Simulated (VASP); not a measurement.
# WS2 in VASP: reference runs

Reference runs on WS2: the cell as given.

Everything below comes from runs of VASP 6.6.1. Logs are shortened: lines on timing, memory, paths and dates and some standing lists are left out, and cuts for length are marked.

**1. The cell of the first run**

The cell holds a slab with vacuum, 6 atoms: a = 3.158 Å, b = 3.158 Å, c = 24.294 Å, α = 90.00°, β = 90.00°, γ = 120.00°.

**2. Single point, PBE (the (0 0 1) slab of WS2, cut from the database cell, not relaxed)**

INCAR reads:

```
SYSTEM = WS2
ALGO = Normal
DIPOL = 0.5 0.5 0.500
EDIFF = 1E-7
ENCUT = 520
GGA = PE
IDIPOL = 3
ISIF = 2
ISMEAR = -1
LASPH = .TRUE.
LCHARG = .FALSE.
LDIPOL = .TRUE.
LREAL = .FALSE.
LWAVE = .FALSE.
NBANDS = 35
NELM = 80
PREC = Accurate
SIGMA = 0.05
```

KPOINTS reads:

```
k-points
0
G
  10 10 1
  0 0 0
```

POSCAR reads:

```
WS2
1.0
    3.1580007685      0.0000000000      0.0000000000
   -1.5790003843      2.7349088908      0.0000000000
    0.0000000000      0.0000000000     24.2936853070
S W
4 2
Direct
    0.3333333333      0.6666666667      0.3087222011
    0.3333333333      0.6666666667      0.4375768918
    0.0000000000      0.0000000000      0.5624231082
    0.0000000000      0.0000000000      0.6912777989
    0.6666666667      0.3333333333      0.3739233342
    0.3333333333      0.6666666667      0.6276242413
```

Potentials or basis: VASP PAW PBE potentials, release 64 (S, W_sv).

Started as:

```console
$ cat potpaw_PBE.64/S/POTCAR potpaw_PBE.64/W_sv/POTCAR > POTCAR
$ mpirun -np 1 vasp_std > vasp.out
```

OUTCAR:

```text
SYSTEM = WS2
   EDIFF = 1E-7
   ENCUT = 520
   GGA = PE
   ISIF = 2
   ISMEAR = -1
   LASPH = .TRUE.
   LREAL = .FALSE.
   NELM = 80
   PREC = Accurate

 ion  position               nearest neighbor table
   1  0.333  0.667  0.309-   5 2.42   5 2.42   5 2.42
   2  0.333  0.667  0.438-   5 2.39   5 2.39   5 2.39
   3  0.000  0.000  0.562-   6 2.42   6 2.42   6 2.42
   4  0.000  0.000  0.691-   6 2.39   6 2.39   6 2.39
   5  0.667  0.333  0.374-   2 2.39   2 2.39   2 2.39   1 2.42   1 2.42   1 2.42
   6  0.333  0.667  0.628-   4 2.39   4 2.39   4 2.39   3 2.42   3 2.42   3 2.42

  LATTYP: Found a hexagonal cell.
 ALAT       =     3.1580007685
 C/A-ratio  =     7.6927420504

  Lattice vectors:

 A1 = (   3.1580007685,   0.0000000000,   0.0000000000)
 A2 = (  -1.5790003843,   2.7349088908,   0.0000000000)
 A3 = (   0.0000000000,   0.0000000000,  24.2936853070)

Analysis of symmetry for initial positions (statically):
=====================================================================
 Subroutine PRICEL returns:
 Original cell was already a primitive cell.

 Routine SETGRP: Setting up the symmetry group for a
 hexagonal supercell.

 Subroutine GETGRP returns: Found  6 space group operations
 (whereof  6 operations were pure point group operations)
 out of a pool of 24 trial point group operations.

The static configuration has the point symmetry C_3v.

Analysis of symmetry for dynamics (positions and initial velocities):
=====================================================================
 Subroutine PRICEL returns:
 Original cell was already a primitive cell.

 Routine SETGRP: Setting up the symmetry group for a
 hexagonal supercell.

 Subroutine GETGRP returns: Found  6 space group operations
 (whereof  6 operations were pure point group operations)
 out of a pool of 24 trial point group operations.

The dynamic configuration has the point symmetry C_3v.

 Subroutine INISYM returns: Found  6 space group operations
 (whereof  6 operations are pure point group operations),
 and found     1 'primitive' translations

----------------------------------------------------------------------------------------

                                     Primitive cell

  volume of cell :     209.8208

  direct lattice vectors                    reciprocal lattice vectors
     3.158000768  0.000000000  0.000000000     0.316656034  0.182821447  0.000000000
    -1.579000384  2.734908891  0.000000000     0.000000000  0.365642893  0.000000000
     0.000000000  0.000000000 24.293685307     0.000000000  0.000000000  0.041162960

  length of vectors
     3.158000768  3.158000769 24.293685307     0.365642893  0.365642893  0.041162960

  position of ions in fractional coordinates (direct lattice)
     0.333333333  0.666666667  0.308722201
     0.333333333  0.666666667  0.437576892
     0.000000000  0.000000000  0.562423108
     0.000000000  0.000000000  0.691277799
     0.666666667  0.333333333  0.373923334
     0.333333333  0.666666667  0.627624241

  ion indices of the primitive-cell ions
   primitive index   ion index
                 1           1
                 2           2
                 3           3
                 4           4
                 5           5
                 6           6

----------------------------------------------------------------------------------------

 KPOINTS: k-points

Automatic generation of k-mesh.
 Grid dimensions read from file:
 generate k-points for:   10   10    1

 Generating k-lattice:

  Cartesian coordinates                     Fractional coordinates (reciprocal lattice)
     0.031665603  0.018282145  0.000000000     0.100000000  0.000000000  0.000000000
     0.000000000  0.036564289  0.000000000     0.000000000  0.100000000  0.000000000
     0.000000000  0.000000000  0.041162960     0.000000000  0.000000000  1.000000000

  Length of vectors
     0.036564289  0.036564289  0.041162960

  Shift w.r.t. Gamma in fractional coordinates (k-lattice)
     0.000000000  0.000000000  0.000000000

 Subroutine IBZKPT returns following result:
 ===========================================

 Found     14 irreducible k-points:

 Following reciprocal coordinates:
            Coordinates               Weight
  0.000000  0.000000  0.000000      1.000000
  0.100000  0.000000  0.000000      6.000000
  0.200000  0.000000  0.000000      6.000000
  0.300000  0.000000  0.000000      6.000000
  0.400000 -0.000000  0.000000      6.000000
  0.500000  0.000000  0.000000      3.000000
  0.100000  0.100000  0.000000      6.000000
  0.200000  0.100000  0.000000     12.000000
  0.300000  0.100000  0.000000     12.000000
  0.400000  0.100000  0.000000     12.000000
  0.200000  0.200000  0.000000      6.000000
  0.300000  0.200000  0.000000     12.000000
  0.400000  0.200000  0.000000      6.000000
  0.300000  0.300000  0.000000      6.000000
   k-points           NKPTS =     14   k-points in BZ     NKDIM =     14   number of bands    NBANDS=     35
   number of dos      NEDOS =    301   number of ions     NIONS =      6
   total plane-waves  NPLWV = 110592
   dimension x,y,z NGX =    24 NGY =   24 NGZ =  192
   dimension x,y,z NGXF=    48 NGYF=   48 NGZF=  384
   ions per type =               4   2
   NGX,Y,Z   is equivalent  to a cutoff of  12.63, 12.63, 13.14 a.u.
   NGXF,Y,Z  is equivalent  to a cutoff of  25.27, 25.27, 26.28 a.u.
 SYSTEM =  WS2
   PREC   = accura    normal or accurate (medium, high low for compatibility)
   ISTART =      0    job   : 0-new  1-cont  2-samecut
   ICHARG =      2    charge: 1-file 2-atom 10-const
   ISPIN  =      1    spin polarized calculation?
   LNONCOLLINEAR =      F non collinear calculations
   LSORBIT =      F    spin-orbit coupling
   LASPH  =      T    aspherical Exc in radial PAW
   ENCUT  =  520.0 eV  38.22 Ry    6.18 a.u.   5.87  5.87 45.17*2*pi/ulx,y,z
   NELM   =     80;   NELMIN=  2; NELMDL= -5     # of ELM steps
   EDIFF  = 0.1E-06   stopping-criterion for ELM
   LREAL  =      F    real-space projection
   EDIFFG = 0.1E-05   stopping-criterion for IOM
   NSW    =      0    number of steps for IOM
   IBRION =     -1    ionic relax: 0-MD 1-quasi-New 2-CG
   NFREE  =      0    steps in history (QN), initial steepest desc. (CG)
   ISIF   =      2    stress and relaxation
   ISYM   =      2    0-nonsym 1-usesym 2-fastsym
   POTIM  = 0.5000    time-step for ionic-motion
   TEBEG  =    0.0;   TEEND  =   0.0 temperature during run
   PSTRESS=    0.0 pullay stress
   NELECT =      52.0000    total number of electrons
   NUPDOWN=      -1.0000    fix difference up-down
   EMIN   =  10.00;   EMAX   =-10.00  energy-range for DOS
   EFERMI =   0.00;   METHOD = LEGACY
   ISMEAR =    -1;   SIGMA  =   0.05  broadening in eV -4-tet -1-fermi 0-gaus
   EFERMI_NEDOS =   21; number of points for ismear=-14 and -15
   IALGO  =     38    algorithm
   IMIX   =      4    mixing-type and parameters
     AMIX     =   0.40;   BMIX     =  1.00
     AMIX_MAG =   1.60;   BMIX_MAG =  1.00
  volume/ion in A,a.u.               =      34.97       235.99
  Fermi-wavevector in a.u.,A,eV,Ry     =   1.028316  1.943235 14.387251  1.057433
  Thomas-Fermi vector in A             =   2.162306
   LORBIT       =      0    0 simple, 1 ext, 2 COOP (PROOUT), +10 PAW based schemes
   GGA     = PE    functional components
   LHFCALC =     F    Hartree Fock is set to
   AEXX    =    0.0000 exact exchange contribution
   IVDW    =     0    specifies the selected vdW correction
   LEPSILON=     F    determine dielectric tensor
   LRPA    =     F    only Hartree local field effects (RPA)
 non-spin polarized calculation
  energy-cutoff  :      520.00
  volume of cell :      209.82
 maximum number of plane-waves:      5680
 NGX is ok and might be reduce to    24
   NGX = 11   NGY = 11   NGZ = 91

 dipolmoment           0.000000      0.000000      0.007409 electrons x Angstroem

 number of electron      51.9999993 magnetization

 dipolmoment           0.000000      0.000000     -0.000682 electrons x Angstroem

 Free energy of the ion-electron system (eV)
  ---------------------------------------------------
  ext. energy  EPLUGINS =         0.00000000
  ---------------------------------------------------
  free energy    TOTEN  =       -47.25990194 eV

  energy without entropy =      -47.25990191  energy(sigma->0) =      -47.25990192

 E-fermi :   1.7834     XC(G=0):  -5.9710

 val. band max:        1.0830387507   @ k =   0.0000   0.0000   0.0000
 cond. band min:       2.6109332424   @ k =   0.2000   0.2000   0.0000
 fundamental gap:      1.5278944918
 Fermi energy:         1.7833849622

 k-point     1 :       0.0000    0.0000    0.0000
  band No.  band energies     occupation
      1     -73.3239      2.00000
      2     -73.2920      2.00000
      3     -37.5831      2.00000
      4     -37.5511      2.00000
      5     -37.4095      2.00000
      6     -37.4095      2.00000
[... 27 lines left out ...]
     34       3.8451      0.00000
     35       5.7651      0.00000

 k-point     2 :       0.1000    0.0000    0.0000
  band No.  band energies     occupation
      1     -73.3221      2.00000
      2     -73.2902      2.00000
      3     -37.5767      2.00000
      4     -37.5448      2.00000
      5     -37.4449      2.00000
      6     -37.4177      2.00000
[... 27 lines left out ...]
     34       3.9716      0.00000
     35       6.0707      0.00000

 k-point     3 :       0.2000    0.0000    0.0000
  band No.  band energies     occupation
      1     -73.3174      2.00000
      2     -73.2855      2.00000
      3     -37.5600      2.00000
      4     -37.5366      2.00000
      5     -37.5280      2.00000
      6     -37.5047      2.00000
[... 27 lines left out ...]
     34       4.6150      0.00000
     35       6.6662      0.00000

 k-point     4 :       0.3000    0.0000    0.0000
  band No.  band energies     occupation
      1     -73.3117      2.00000
      2     -73.2797      2.00000
      3     -37.6480      2.00000
      4     -37.6162      2.00000
      5     -37.5391      2.00000
      6     -37.5071      2.00000
[... 27 lines left out ...]
     34       5.1872      0.00000
     35       7.3994      0.00000

 k-point     5 :       0.4000   -0.0000    0.0000
  band No.  band energies     occupation
      1     -73.3070      2.00000
      2     -73.2750      2.00000
      3     -37.7366      2.00000
      4     -37.7048      2.00000
      5     -37.5222      2.00000
      6     -37.4902      2.00000
[... 258 lines left out ...]
 k-point    12 :       0.3000    0.2000    0.0000
  band No.  band energies     occupation
      1     -73.3052      2.00000
      2     -73.2732      2.00000
      3     -37.7126      2.00000
      4     -37.6808      2.00000
      5     -37.5544      2.00000
      6     -37.5225      2.00000
[... 27 lines left out ...]
     34       5.8605      0.00000
     35       7.1750      0.00000

 k-point    13 :       0.4000    0.2000    0.0000
  band No.  band energies     occupation
      1     -73.3037      2.00000
      2     -73.2718      2.00000
      3     -37.7286      2.00000
      4     -37.6968      2.00000
      5     -37.5724      2.00000
      6     -37.5406      2.00000
[... 27 lines left out ...]
     34       5.9106      0.00000
     35       6.5418      0.00000

 k-point    14 :       0.3000    0.3000    0.0000
  band No.  band energies     occupation
      1     -73.3032      2.00000
      2     -73.2712      2.00000
      3     -37.6957      2.00000
      4     -37.6639      2.00000
      5     -37.6190      2.00000
      6     -37.5872      2.00000
[... 27 lines left out ...]
     34       6.2709      0.00000
     35       7.1808      0.00000

------------------------ aborting loop because EDIFF is reached ----------------------------------------

 vacuum level on the upper side and lower side of the slab       (xc-potential included)        -0.100        -0.082

  FORCE on cell =-STRESS in cart. coord.  units (eV):
  Direction    XX          YY          ZZ          XY          YZ          ZX
  --------------------------------------------------------------------------------------
  -------------------------------------------------------------------------------------
  Total        2.7492390      2.7492390      2.6494572     -0.0000000      0.0000000     -0.0000000
  in kB       20.9930040     20.9930040     20.2310767     -0.0000000      0.0000000     -0.0000000
  external PRESSURE =      20.7390282 kB  Pullay stress =       0.0000000 kB

 VOLUME and BASIS-vectors are now :
 -----------------------------------------------------------------------------
  energy-cutoff  :      520.00
  volume of cell :      209.82
      direct lattice vectors                 reciprocal lattice vectors
     3.158000768  0.000000000  0.000000000     0.316656034  0.182821447  0.000000000
    -1.579000384  2.734908891  0.000000000     0.000000000  0.365642893  0.000000000
     0.000000000  0.000000000 24.293685307     0.000000000  0.000000000  0.041162960

 POSITION                                       TOTAL-FORCE (eV/Angst)
 -----------------------------------------------------------------------------------
     -0.00000      1.82327      7.50000         0.000000     -0.000000     -0.030394
     -0.00000      1.82327     10.63036        -0.000000      0.000000      0.512533
      0.00000      0.00000     13.66333         0.000000     -0.000000      0.102111
      0.00000      0.00000     16.79369         0.000000     -0.000000      0.654020
      1.57900      0.91164      9.08398         0.000000     -0.000000     -0.647059
     -0.00000      1.82327     15.24731        -0.000000      0.000000     -0.591211
 -----------------------------------------------------------------------------------
    total drift:                                0.000000     -0.000000     -0.000068

  FREE ENERGIE OF THE ION-ELECTRON SYSTEM (eV)
  ---------------------------------------------------
  free  energy   TOTEN  =       -47.2599019385 eV

  energy  without entropy=      -47.2599019091  energy(sigma->0) =      -47.25990192

 vacuum level on the upper side and lower side of the slab         6.278         6.297
```

Run time: 85 s. Hardware: 1 thread of Intel Xeon 6975P-C (Granite Rapids), shared host; peak memory 0.35 GiB.

What came out:

- Free energy: -47.2599 eV
- Largest force: 0.654 eV/Å
- Band gap on the k mesh: 1.53 eV, indirect (least direct gap 2.21 eV)

Forces on the atoms (eV/Å):
```
S    0.000  0.000 -0.030
S    0.000  0.000  0.513
S    0.000  0.000  0.102
S    0.000  0.000  0.654
W    0.000  0.000 -0.647
W    0.000  0.000 -0.591
```

Caveat: spin-orbit coupling is left out, which moves the levels of the heavy elements.
